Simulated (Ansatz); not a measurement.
The system is Al2O3.

```xyz
5
Lattice="3.0175 0.0000 0.0000 -1.5087 2.6132 0.0000 0.0000 0.0000 7.5746" Properties=species:S:1:pos:R:3 pbc="T T T"
Al    0.0000    0.0000    5.4693
Al    0.0000    0.0000    2.1054
O     0.0000    0.0000    3.7873
O     1.5087    0.8711    6.0638
O     0.0000    1.7421    1.5108
```

Measurements of this composition are mostly on another form, of space group No. 167.

Base run:

- Program: Ansatz 0.2.0
- Functional: PBE0
- Potentials or basis: Ansatz PAW
- Cutoff: 420 eV (not typed: the program's choice for these potentials)
- k mesh: 8 × 8 × 4
- Occupations: fermi-dirac, width 0.05 eV
- Spin: no spin polarisation

Its results: band gap on the k mesh 4.68 eV, direct; pressure -5.7 GPa; largest force 0.437 eV/Å.

Task: The run is repeated on the same cell with these changes: functional from PBE0 to HSE06. What comes out?

Result: Band gap on the k mesh 3.93 eV, direct; pressure -5.6 GPa; largest force 0.431 eV/Å.

Caveats: the PAW data sets come from PBE, with cores solved anew for the run's functional, which leaves a small shift of forces and pressure; the thresholds are loose for stress.
